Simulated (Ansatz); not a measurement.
Born–Oppenheimer molecular dynamics of a periodic cell of 27 atoms, H₂Ir₂₄O (surface Ir(111), adsorbate H2O). It starts from a relaxed structure.

Level of theory: DFT PBEsol, scalar-relativistic, plane waves, PAW (Ansatz 0.2.0). Settings: accuracy low, cutoff 420 eV, k mesh 2x2x1, fermi-dirac smearing 0.05 eV, no spin polarisation.

```
ensemble        : NVT, Nosé–Hoover chain
time step       : 0.5 fs
steps asked     : 290
set temperature : 300 K
thermostat      : time constant 50 fs, chain length 3
atoms held      : 1 to 6
seed            : 247047
```

Frames 1 fs apart, positions in Å, forces in eV/Å.

Velocities at 30 fs (Å/ps):

```
Ir 0.00 0.00 0.00
Ir 0.00 0.00 0.00
Ir 0.00 0.00 0.00
Ir 0.00 0.00 0.00
Ir 0.00 0.00 0.00
Ir 0.00 0.00 0.00
Ir 0.24 -0.52 0.90
Ir -0.01 0.16 0.82
Ir -0.81 0.37 -0.26
Ir -0.06 0.30 -0.69
Ir 0.42 -0.06 0.45
Ir -0.49 0.47 0.05
Ir -0.97 -1.34 -0.59
Ir -1.50 -0.23 0.40
Ir 1.63 -0.45 -0.54
Ir -0.24 0.73 0.15
Ir -0.07 -0.55 -0.64
Ir -0.04 -0.64 1.42
Ir -0.18 0.06 0.89
Ir 0.55 -0.49 -0.24
Ir 2.05 0.14 -0.51
Ir -0.62 -1.16 -1.60
Ir -0.42 -0.96 0.04
Ir -0.16 -1.27 -0.67
O -4.21 -0.55 -0.81
H 7.57 -0.75 -5.21
H -10.13 7.41 9.16
```

```xyz
27
Lattice="5.4306 0.0000 0.0000 4.0729 7.0545 0.0000 0.0000 0.0000 18.6511" Properties=species:S:1:pos:R:3:forces:R:3 time_fs=30 energy_less_start_eV=0.507 T=122
Ir 0.000 0.000 1.000 -0.10 0.00 0.10
Ir 2.715 0.000 1.000 0.07 0.13 0.08
Ir 1.358 2.352 1.000 0.04 -0.18 0.09
Ir 4.073 2.352 1.000 -0.04 -0.18 0.07
Ir 2.715 4.703 1.000 -0.01 0.14 0.15
Ir 5.431 4.703 1.000 -0.02 0.06 0.08
Ir 1.351 0.774 3.221 -0.19 0.21 -0.76
Ir 4.064 0.792 3.233 -0.30 0.03 -0.85
Ir 2.667 3.157 3.184 0.70 -0.34 -0.27
Ir 5.416 3.154 3.153 -0.19 -0.25 0.73
Ir 4.078 5.489 3.208 -0.19 0.19 -0.67
Ir 6.758 5.513 3.182 0.31 -0.28 0.03
Ir -0.025 1.517 5.334 0.08 1.28 0.96
Ir 2.677 1.576 5.394 0.98 -0.48 -1.02
Ir 1.444 3.905 5.334 -1.81 0.27 0.24
Ir 4.061 3.961 5.377 0.98 -1.26 -0.44
Ir 2.731 6.257 5.318 -0.27 0.33 0.94
Ir 5.441 6.258 5.399 0.11 0.10 -0.89
Ir -0.004 0.000 7.571 0.02 -0.29 -0.44
Ir 2.715 -0.020 7.520 0.02 -0.04 0.42
Ir 1.435 2.382 7.524 -1.43 -0.27 0.16
Ir 4.019 2.332 7.531 0.78 0.38 0.03
Ir 2.678 4.695 7.538 0.17 0.47 0.05
Ir 5.428 4.695 7.508 0.10 0.01 0.56
O 4.042 2.293 9.689 0.52 -0.11 0.70
H 4.615 1.485 9.807 -0.19 0.35 0.03
H 4.607 3.071 9.926 -0.13 -0.26 -0.08
27
Lattice="5.4306 0.0000 0.0000 4.0729 7.0545 0.0000 0.0000 0.0000 18.6511" Properties=species:S:1:pos:R:3:forces:R:3 time_fs=31 energy_less_start_eV=0.531 T=114
Ir 0.000 0.000 1.000 -0.10 0.00 0.11
Ir 2.715 0.000 1.000 0.08 0.14 0.08
Ir 1.358 2.352 1.000 0.04 -0.19 0.09
Ir 4.073 2.352 1.000 -0.05 -0.19 0.07
Ir 2.715 4.703 1.000 -0.02 0.14 0.16
Ir 5.431 4.703 1.000 -0.02 0.07 0.08
Ir 1.351 0.773 3.222 -0.19 0.21 -0.78
Ir 4.064 0.792 3.234 -0.30 0.03 -0.87
Ir 2.666 3.158 3.184 0.71 -0.35 -0.28
Ir 5.416 3.154 3.152 -0.19 -0.26 0.75
Ir 4.078 5.489 3.208 -0.19 0.19 -0.68
Ir 6.757 5.514 3.182 0.32 -0.28 0.02
Ir -0.026 1.516 5.333 0.08 1.30 0.98
Ir 2.675 1.576 5.395 1.00 -0.49 -1.04
Ir 1.446 3.905 5.334 -1.85 0.28 0.25
Ir 4.061 3.962 5.377 0.99 -1.28 -0.45
Ir 2.731 6.257 5.317 -0.28 0.33 0.95
Ir 5.441 6.257 5.401 0.11 0.10 -0.91
Ir -0.004 0.000 7.572 0.02 -0.29 -0.45
Ir 2.716 -0.021 7.519 0.02 -0.03 0.43
Ir 1.437 2.382 7.523 -1.47 -0.28 0.17
Ir 4.019 2.331 7.529 0.80 0.40 0.06
Ir 2.678 4.694 7.538 0.17 0.48 0.05
Ir 5.428 4.694 7.508 0.10 0.01 0.57
O 4.038 2.292 9.688 0.69 -0.12 0.75
H 4.622 1.486 9.802 -0.28 0.47 0.02
H 4.596 3.077 9.934 -0.21 -0.38 -0.13
27
Lattice="5.4306 0.0000 0.0000 4.0729 7.0545 0.0000 0.0000 0.0000 18.6511" Properties=species:S:1:pos:R:3:forces:R:3 time_fs=32 energy_less_start_eV=0.550 T=107
Ir 0.000 0.000 1.000 -0.10 0.00 0.11
Ir 2.715 0.000 1.000 0.08 0.14 0.08
Ir 1.358 2.352 1.000 0.04 -0.19 0.09
Ir 4.073 2.352 1.000 -0.05 -0.19 0.07
Ir 2.715 4.703 1.000 -0.02 0.14 0.16
Ir 5.431 4.703 1.000 -0.03 0.07 0.08
Ir 1.351 0.772 3.223 -0.20 0.22 -0.79
Ir 4.064 0.793 3.234 -0.31 0.02 -0.89
Ir 2.665 3.158 3.183 0.73 -0.36 -0.28
Ir 5.416 3.154 3.151 -0.19 -0.27 0.76
Ir 4.078 5.489 3.209 -0.20 0.20 -0.69
Ir 6.757 5.514 3.183 0.33 -0.29 0.02
Ir -0.027 1.515 5.333 0.09 1.32 0.99
Ir 2.674 1.576 5.395 1.02 -0.50 -1.06
Ir 1.447 3.905 5.333 -1.89 0.28 0.26
Ir 4.060 3.963 5.377 1.01 -1.30 -0.46
Ir 2.731 6.256 5.316 -0.28 0.34 0.97
Ir 5.441 6.257 5.402 0.11 0.10 -0.93
Ir -0.004 0.000 7.572 0.02 -0.30 -0.46
Ir 2.716 -0.021 7.519 0.02 -0.03 0.44
Ir 1.439 2.382 7.523 -1.50 -0.29 0.18
Ir 4.018 2.330 7.528 0.82 0.42 0.09
Ir 2.678 4.693 7.538 0.18 0.49 0.05
Ir 5.428 4.692 7.507 0.11 0.01 0.59
O 4.034 2.292 9.688 0.66 -0.10 0.74
H 4.625 1.492 9.797 -0.26 0.43 0.04
H 4.583 3.080 9.942 -0.19 -0.36 -0.14
27
Lattice="5.4306 0.0000 0.0000 4.0729 7.0545 0.0000 0.0000 0.0000 18.6511" Properties=species:S:1:pos:R:3:forces:R:3 time_fs=33 energy_less_start_eV=0.566 T=102
Ir 0.000 0.000 1.000 -0.10 0.00 0.11
Ir 2.715 0.000 1.000 0.08 0.14 0.08
Ir 1.358 2.352 1.000 0.04 -0.20 0.09
Ir 4.073 2.352 1.000 -0.05 -0.19 0.07
Ir 2.715 4.703 1.000 -0.02 0.14 0.16
Ir 5.431 4.703 1.000 -0.03 0.07 0.08
Ir 1.352 0.772 3.224 -0.21 0.22 -0.80
Ir 4.064 0.793 3.235 -0.31 0.02 -0.91
Ir 2.665 3.158 3.183 0.74 -0.36 -0.29
Ir 5.415 3.154 3.151 -0.19 -0.27 0.77
Ir 4.079 5.489 3.209 -0.21 0.20 -0.70
Ir 6.756 5.515 3.183 0.34 -0.30 0.02
Ir -0.028 1.513 5.333 0.10 1.34 1.01
Ir 2.672 1.576 5.395 1.04 -0.51 -1.08
Ir 1.449 3.904 5.332 -1.92 0.29 0.26
Ir 4.060 3.963 5.377 1.02 -1.32 -0.47
Ir 2.731 6.256 5.316 -0.29 0.34 0.98
Ir 5.441 6.256 5.404 0.11 0.11 -0.95
Ir -0.005 0.000 7.573 0.03 -0.30 -0.47
Ir 2.717 -0.021 7.519 0.02 -0.03 0.44
Ir 1.441 2.382 7.522 -1.53 -0.29 0.18
Ir 4.018 2.329 7.526 0.83 0.43 0.11
Ir 2.677 4.692 7.538 0.19 0.49 0.05
Ir 5.428 4.691 7.506 0.11 0.01 0.60
O 4.031 2.291 9.688 0.44 -0.08 0.67
H 4.627 1.502 9.793 -0.14 0.24 0.08
H 4.568 3.079 9.948 -0.09 -0.20 -0.10
27
Lattice="5.4306 0.0000 0.0000 4.0729 7.0545 0.0000 0.0000 0.0000 18.6511" Properties=species:S:1:pos:R:3:forces:R:3 time_fs=34 energy_less_start_eV=0.583 T=97
Ir 0.000 0.000 1.000 -0.10 0.00 0.11
Ir 2.715 0.000 1.000 0.08 0.14 0.08
Ir 1.358 2.352 1.000 0.04 -0.20 0.09
Ir 4.073 2.352 1.000 -0.05 -0.19 0.07
Ir 2.715 4.703 1.000 -0.01 0.14 0.17
Ir 5.431 4.703 1.000 -0.03 0.07 0.08
Ir 1.352 0.772 3.225 -0.21 0.23 -0.81
Ir 4.064 0.793 3.236 -0.32 0.02 -0.93
Ir 2.664 3.159 3.183 0.76 -0.37 -0.29
Ir 5.415 3.155 3.150 -0.19 -0.28 0.78
Ir 4.079 5.489 3.209 -0.21 0.20 -0.71
Ir 6.756 5.515 3.183 0.35 -0.31 0.02
Ir -0.029 1.512 5.332 0.11 1.35 1.02
Ir 2.671 1.575 5.395 1.06 -0.52 -1.10
Ir 1.450 3.904 5.332 -1.95 0.30 0.27
Ir 4.060 3.964 5.378 1.03 -1.34 -0.48
Ir 2.731 6.255 5.316 -0.29 0.34 0.99
Ir 5.441 6.255 5.405 0.11 0.11 -0.96
Ir -0.005 0.000 7.574 0.03 -0.31 -0.49
Ir 2.717 -0.022 7.519 0.02 -0.02 0.45
Ir 1.442 2.382 7.522 -1.56 -0.30 0.19
Ir 4.017 2.327 7.524 0.85 0.45 0.14
Ir 2.677 4.691 7.538 0.19 0.50 0.05
Ir 5.428 4.690 7.506 0.11 0.02 0.60
O 4.028 2.290 9.689 0.11 -0.05 0.56
H 4.627 1.513 9.789 0.05 -0.05 0.12
H 4.553 3.076 9.954 0.05 0.05 -0.03
27
Lattice="5.4306 0.0000 0.0000 4.0729 7.0545 0.0000 0.0000 0.0000 18.6511" Properties=species:S:1:pos:R:3:forces:R:3 time_fs=35 energy_less_start_eV=0.603 T=90
Ir 0.000 0.000 1.000 -0.10 0.00 0.12
Ir 2.715 0.000 1.000 0.08 0.14 0.08
Ir 1.358 2.352 1.000 0.04 -0.20 0.09
Ir 4.073 2.352 1.000 -0.05 -0.20 0.07
Ir 2.715 4.703 1.000 -0.01 0.14 0.17
Ir 5.431 4.703 1.000 -0.03 0.07 0.08
Ir 1.352 0.771 3.225 -0.22 0.24 -0.82
Ir 4.064 0.793 3.236 -0.32 0.01 -0.95
Ir 2.663 3.159 3.182 0.77 -0.37 -0.29
Ir 5.415 3.155 3.150 -0.20 -0.29 0.79
Ir 4.080 5.489 3.210 -0.22 0.21 -0.72
Ir 6.756 5.516 3.183 0.35 -0.32 0.02
Ir -0.030 1.511 5.332 0.12 1.37 1.03
Ir 2.670 1.575 5.396 1.07 -0.53 -1.12
Ir 1.451 3.903 5.332 -1.98 0.31 0.28
Ir 4.060 3.964 5.378 1.04 -1.35 -0.49
Ir 2.731 6.255 5.315 -0.29 0.35 1.01
Ir 5.441 6.255 5.406 0.10 0.12 -0.98
Ir -0.005 0.000 7.575 0.04 -0.32 -0.50
Ir 2.718 -0.022 7.519 0.02 -0.02 0.46
Ir 1.444 2.382 7.521 -1.59 -0.31 0.20
Ir 4.017 2.326 7.523 0.86 0.46 0.16
Ir 2.676 4.690 7.538 0.20 0.51 0.05
Ir 5.428 4.689 7.505 0.11 0.02 0.61
O 4.025 2.289 9.690 -0.21 -0.03 0.45
H 4.628 1.525 9.787 0.24 -0.32 0.17
H 4.537 3.074 9.959 0.19 0.30 0.04
27
Lattice="5.4306 0.0000 0.0000 4.0729 7.0545 0.0000 0.0000 0.0000 18.6511" Properties=species:S:1:pos:R:3:forces:R:3 time_fs=36 energy_less_start_eV=0.622 T=84
Ir 0.000 0.000 1.000 -0.10 0.00 0.12
Ir 2.715 0.000 1.000 0.08 0.15 0.08
Ir 1.358 2.352 1.000 0.04 -0.21 0.09
Ir 4.073 2.352 1.000 -0.05 -0.20 0.07
Ir 2.715 4.703 1.000 -0.01 0.14 0.17
Ir 5.431 4.703 1.000 -0.03 0.07 0.08
Ir 1.352 0.771 3.226 -0.23 0.24 -0.83
Ir 4.064 0.793 3.237 -0.32 0.01 -0.97
Ir 2.663 3.159 3.182 0.78 -0.38 -0.30
Ir 5.415 3.155 3.149 -0.20 -0.29 0.80
Ir 4.080 5.489 3.210 -0.23 0.21 -0.73
Ir 6.755 5.516 3.183 0.36 -0.32 0.02
Ir -0.031 1.510 5.331 0.13 1.38 1.04
Ir 2.668 1.575 5.396 1.08 -0.53 -1.14
Ir 1.452 3.903 5.331 -2.00 0.31 0.28
Ir 4.060 3.965 5.378 1.04 -1.36 -0.50
Ir 2.731 6.254 5.315 -0.29 0.35 1.01
Ir 5.441 6.254 5.407 0.10 0.12 -0.99
Ir -0.005 0.000 7.576 0.04 -0.32 -0.52
Ir 2.718 -0.023 7.519 0.01 -0.01 0.47
Ir 1.446 2.382 7.521 -1.62 -0.32 0.21
Ir 4.016 2.325 7.521 0.88 0.47 0.19
Ir 2.676 4.690 7.538 0.20 0.51 0.05
Ir 5.427 4.687 7.505 0.12 0.02 0.62
O 4.022 2.289 9.691 -0.37 -0.02 0.38
H 4.631 1.533 9.786 0.34 -0.45 0.19
H 4.524 3.074 9.964 0.25 0.42 0.08
27
Lattice="5.4306 0.0000 0.0000 4.0729 7.0545 0.0000 0.0000 0.0000 18.6511" Properties=species:S:1:pos:R:3:forces:R:3 time_fs=37 energy_less_start_eV=0.636 T=80
Ir 0.000 0.000 1.000 -0.10 0.00 0.12
Ir 2.715 0.000 1.000 0.08 0.15 0.08
Ir 1.358 2.352 1.000 0.04 -0.21 0.09
Ir 4.073 2.352 1.000 -0.05 -0.20 0.07
Ir 2.715 4.703 1.000 -0.02 0.15 0.17
Ir 5.431 4.703 1.000 -0.03 0.07 0.08
Ir 1.352 0.770 3.227 -0.23 0.25 -0.84
Ir 4.064 0.793 3.238 -0.33 0.00 -0.98
Ir 2.662 3.159 3.182 0.79 -0.38 -0.30
Ir 5.415 3.155 3.149 -0.20 -0.30 0.81
Ir 4.080 5.489 3.210 -0.24 0.21 -0.73
Ir 6.755 5.516 3.183 0.37 -0.33 0.02
Ir -0.032 1.509 5.331 0.14 1.39 1.05
Ir 2.667 1.574 5.396 1.10 -0.54 -1.15
Ir 1.454 3.902 5.331 -2.02 0.32 0.29
Ir 4.060 3.965 5.378 1.05 -1.38 -0.51
Ir 2.730 6.254 5.314 -0.29 0.35 1.02
Ir 5.441 6.253 5.408 0.10 0.12 -1.01
Ir -0.005 0.000 7.577 0.04 -0.32 -0.52
Ir 2.719 -0.024 7.518 0.01 -0.01 0.47
Ir 1.448 2.382 7.521 -1.65 -0.33 0.21
Ir 4.016 2.324 7.520 0.89 0.48 0.23
Ir 2.676 4.689 7.538 0.21 0.52 0.05
Ir 5.427 4.686 7.504 0.12 0.03 0.63
O 4.019 2.288 9.693 -0.28 -0.03 0.40
H 4.637 1.538 9.786 0.29 -0.39 0.18
H 4.513 3.079 9.970 0.21 0.36 0.05
```

Of the whole run (145 fs, mean temperature of the second half 233 K): The conserved energy stayed within 0.013 meV per atom of its start (net change 0.012 meV per atom), so the integration is sound. The mean temperature of the second half is 22 % below the set value. A run of 0.14 ps of so small a system gives no equilibrium averages. Limits of this set-up: coarse k mesh, thin slab, slab without dipole correction, no dispersion correction for a molecule that may bind weakly, low accuracy level.

The run took 21 min on 4 threads of Intel(R) Xeon(R) 6975P-C (Granite Rapids), on a shared host, peak memory 3.3 GiB.
